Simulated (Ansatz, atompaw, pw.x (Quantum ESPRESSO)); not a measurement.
# Mo (fcc): variants of one PAW (atompaw) potential in the solid

molybdenum, PAW, made with atompaw 4.2.0.5 (PBE, scalar-relativistic). Core [Ar] 3d10, reference 4s2 4p6 4d5 5s1 5p0. Waves: 4s (bound): rc 2.05 bohr; 5s (bound): rc 1.75 bohr; 4p (bound): rc 2.10 bohr; 5p (bound, empty): rc 2.55 bohr; 4d (bound): rc 2.15 bohr; 4d channel at 0.2 Ry: rc 2.15 bohr. Local part: troulliermartins scheme with l = 3 at -0.5 Ry, radius 1.95 bohr. Core correction: smooth core density matched at 1.60 bohr. Augmentation charge: besselshape compensation charge, radius 2.10 bohr; PAW radius 2.55 bohr; waves and projectors: custom rrkj gramschmidtortho.

Crystal test: fcc Mo in pw.x 7.5, no spin, 14³ k-points, Fermi–Dirac smearing 0.01 Ry, cutoffs set for each file from its atomic test. The reference is all-electron LAPW (Ansatz 0.2.0) with the same functional, mesh and smearing; V0 and B0 come from Birch–Murnaghan fits to the pressures at five volumes. Errors are pseudo minus all-electron; Δ is the rms difference of the E(V) curves that follow from these fits, minima aligned, over ±6 % about the mean V0. Mesh and smearing are coarse, so the numbers serve the comparison and aren't converged zero-temperature values; the lattice is a test structure that the element need not adopt.

All-electron: a0 = 4.005 Å (V0 = 16.06 Å³/atom), B0 = 235.3 GPa.

2 further variants are left out: they gave no file fit for a test, a broken result, the same result as the base, or pressures whose basis-set error rivals the error shown.

```tsv
change	cutoffs (Ry)	pw.x	a0 (Å)	a0 error (%)	B0 error (%)	Δ (meV/atom)	mean pressure error (GPa)
base	50/500	converged	3.998	-0.16	-0.1	4.0	-1.15
core correction smooth core density matched at 1.22 bohr	50/500	converged	3.998	-0.17	-0.0	4.1	-1.18
augmentation besselshape compensation charge, radius 1.18 bohr; PAW radius 2.55 bohr; waves and projectors: custom rrkj gramschmidtortho	50/500	converged	3.999	-0.14	+0.2	3.4	-0.98
all radii scaled by about 1.26 (s 2.58, p 2.64, d 2.72 bohr); local potential troulliermartins scheme with l = 3 at -0.5 Ry, radius 2.46 bohr; augmentation besselshape compensation charge, radius 2.64 bohr; PAW radius 3.22 bohr; waves and projectors: custom rrkj gramschmidtortho; core correction smooth core density matched at 2.02 bohr	40/400	converged	3.972	-0.81	-1.7	19.9	-5.52
```
